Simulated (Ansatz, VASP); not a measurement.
**Two plane-wave programs on H10C3**

```xyz
39
Lattice="7.7473 0.0000 0.0000 0.0000 7.7473 0.0000 0.0000 0.0000 7.7473" Properties=species:S:1:pos:R:3 pbc="T T T"
C     2.8799    7.4371    1.6751
C     4.6622    3.0493    3.1168
C     0.4476    5.9942    5.7982
C     0.1958    2.8017    1.3317
C     0.0342    1.5785    0.4350
C     4.7915    0.2439    6.4668
C     4.9317    0.3125    4.9533
C     4.0382    4.4436    8.0178
C     4.0582    4.6738    6.5141
H     3.9484    7.2051    1.6849
H     2.6165    7.8568    0.7020
H     2.6621    8.1633    2.4619
H     2.3047    6.5202    1.8380
H     4.3169    2.9255    4.1417
H     3.9557    3.6755    2.5752
H     4.7386    2.0706    2.6305
H     5.6460    3.5214    3.1372
H    -0.4368    5.4115    5.5280
H     0.2724    6.5104    6.7463
H     0.6542    6.7287    5.0147
H     1.3039    5.3244    5.9022
H     0.5764    3.6639    0.7707
H    -0.7638    3.0920    1.7669
H     0.8892    2.6060    2.1589
H    -0.3457    0.7167    0.9987
H    -0.6691    1.7730   -0.3823
H     0.9901    1.2864   -0.0131
H     4.9113    1.2322    6.9305
H     3.7999   -0.1310    6.7353
H     5.5367   -0.4270    6.9090
H     4.8285   -0.6708    4.4774
H     4.1469    0.9489    4.5382
H     5.8991    0.7434    4.6538
H     4.2413    5.3682    8.5631
H     3.0614    4.0748    8.3573
H     4.7981    3.7162    8.3170
H     3.8538    3.7435    5.9742
H     3.3072    5.4119    6.2128
H     5.0348    5.0482    6.1903
```

Alike in both runs: functional PBE; dispersion D3(BJ); k mesh 1 × 1 × 1; occupations fermi-dirac, width 0.05 eV; no spin polarisation.

Ansatz relaxed the structure, and its values are those at the end. VASP's run is a single point on that final structure, the one shown.

```csv
,VASP,Ansatz
version,VASP 6.6.1,Ansatz 0.2.0
potentials or method,"VASP PAW PBE potentials, release 64 (C, H)","scalar-relativistic, plane waves, PAW"
plane-wave cutoff (eV),520,420
valence electrons in the cell,66,66
```

|  | VASP | Ansatz | Ansatz less VASP |
| --- | --- | --- | --- |
| gap on the k mesh at the Fermi level (eV) | 6.45 | 6.46 | +0.002 |
| rms of the force components (eV/Å) | 0.050 | 0.046 | -0.0046 |
| dispersion energy (meV/atom) | -30.4 | -30.4 | 0.00 |

Ansatz warned: «xc_potential_rough_in_thin_density».

A hybrid or GW would open this gap; PBE tends to underestimate it.
